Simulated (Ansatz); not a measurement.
Method: DFT PBE, scalar-relativistic, plane waves, PAW in Ansatz 0.2.0. All cells share a 420 eV cutoff and Γ-centred k meshes spaced at most about 0.3 Å⁻¹ (about 0.25 or finer for metals, 2π included). No spin polarisation in the final relaxations.

Temperature and zero-point effects are left out.

Two relaxed structures of Si₅C:

1.

```
Si C
1.0
     2.47477   -5.70389    0.00000
     2.47477    5.70389    0.00000
     0.00000    0.00000    2.83484
Si C
5 1
Direct
  0.80318 0.19682 0.00000
  0.38456 0.61544 0.50000
  0.61544 0.38456 0.50000
  0.00000 0.00000 0.50000
  0.19682 0.80318 0.00000
  0.50000 0.50000 0.00000
```

2.

```
Si C
1.0
     3.14731    0.00000    0.00000
    -1.57366    2.72565    0.00000
     0.00000    0.00000   14.26121
Si C
5 1
Direct
  0.33333 0.66667 0.58202
  0.33333 0.66667 0.00000
  0.33333 0.66667 0.41798
  0.66667 0.33333 0.69140
  0.66667 0.33333 0.30860
  0.66667 0.33333 0.00000
```

Question: Which would you expect to be lower, and how large is the difference?

Answer: Cell 2 is lower, by 162 meV/atom. Cell 1 has space group Cmmm (No. 65), 13.3 Å³/atom and no gap on its mesh; cell 2 has space group P-6m2 (No. 187), 20.4 Å³/atom and no gap. Counting Si atoms around C (those within 1.25 times the shortest such distance or 1.15 times the sum of covalent radii), cell 1 has C 4 and cell 2 has C 3. Cell 2 holds Si–Si nets (shortest 2.34 Å); in cell 1 the shortest Si–Si distance is 2.57 Å, near bonding range too. Even the lower one lies +0.57 eV/atom against the reference forms of the elements (uncorrected), so neither is stable at this level. In cell 1, Si on a site of symmetry m2m has 8 Si at 2.57–2.83 Å and 4 Si at 3.00 Å; Si on a second site of symmetry m2m has 2 C at 1.93 Å, 3 Si at 2.57–2.63 Å, 4 Si at 2.80–2.83 Å and 4 Si at 3.00 Å; around C lie 4 Si at 1.93 Å, 2 C at 2.83 Å and 4 Si at 2.85 Å; 1 more site not described. In cell 2, Si on a site of symmetry 3m is surrounded by 4 Si at 2.34–2.39 Å; around Si on a site of symmetry -6m2 lie 3 C at 1.82 Å; C has 3 Si at 1.82 Å; 1 more site not described. Both come from invented guesses.

Weakly bound directions are ill-defined at this level, which has no dispersion term (P-6m2), and this can change margins and order among such cells. Cells relaxed within their symmetry can be saddle points.

The preference for cell 2 by 162 meV/atom probably reflects directional covalent bonding winning over dense packing. In cell 1 the four Si neighbours of carbon lie in one plane with it, a poor arrangement for an atom that favours tetrahedral sp³ bonds, while much of the silicon has many long contacts, as in a compressed metal. Cell 2 instead separates into a flat, honeycomb SiC sheet with short bonds and a buckled silicon slab with near-normal Si–Si lengths.

That separation has its own costs. Carbon is held in sp²-like geometry, the slab is squeezed laterally to match the small SiC lattice, and its outer atoms keep only three close Si neighbours. The resulting dangling bonds are a likely source of the missing gap. Both cells are therefore poor compromises, and the elemental reference even flatters them: because silicon carbide is bound relative to its elements, the natural competitor at this composition is tetrahedral SiC plus diamond-type silicon, which lies lower still.
